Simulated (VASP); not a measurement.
Runs of VASP 6.6.1 on BN. It takes space group R3m (No. 160, trigonal). Conventional cell: a = 2.502 Å, b = 2.502 Å, c = 10.119 Å, α = 90.00°, β = 90.00°, γ = 120.00°. Around N (site symmetry 3m) lie 3 B at 1.44 Å. Around B (site symmetry 3m) lie 3 N at 1.44 Å. The cell is a database's computed one.

| task | level | cell | cutoff (eV) | smearing | gap on the mesh (eV) | pressure (GPa) | relaxed volume (Å³/atom) | largest force (eV/Å) |
| --- | --- | --- | --- | --- | --- | --- | --- | --- |
| relaxation of cell and atoms | vdW-DF-cx | relaxed | 600 | fermi-dirac 0.05 eV | (a) | 0.0 | 8.69 | - |
| relaxation of cell and atoms | optPBE-vdW | relaxed | 600 | fermi-dirac 0.05 eV | (b) | 0.0 | 9.20 | - |
| relaxation of cell and atoms | vdW-DF | relaxed | 600 | fermi-dirac 0.05 eV | 4.41 | 0.1 | 9.57 | 0.01 |
| relaxation of cell and atoms | optB86b-vdW | relaxed | 600 | fermi-dirac 0.05 eV | 4.12 | 0.0 | 8.77 | - |
| relaxation of cell and atoms | optB88-vdW | relaxed | 600 | fermi-dirac 0.05 eV | 4.19 | 0.0 | 8.85 | 0.01 |
| relaxation of cell and atoms | vdW-DF2 | relaxed | 600 | fermi-dirac 0.05 eV | 4.36 | 0.0 | 9.44 | - |
| relaxation of cell and atoms | rev-vdW-DF2 | relaxed | 600 | fermi-dirac 0.05 eV | 4.10 | 0.0 | 8.78 | 0.01 |
| single point | PBE | as given | 520 | gaussian 0.013 eV | 4.28 | 3.6 | - | - |
| relaxation of cell and atoms | BEEF-vdW | relaxed | 600 | fermi-dirac 0.05 eV | 4.57 | 0.0 | 9.87 | - |

Alike in all rows: potentials or basis VASP PAW PBE potentials, release 64 (N, B); no spin polarisation; k mesh 12 × 12 × 12.

Question: Fill in the values left out.

Answer: (a) 4.07; (b) 4.29.

Caveats: the PAW data sets were made with another functional, which shifts forces and pressure a little (some runs).

A k mesh can miss the band edges.
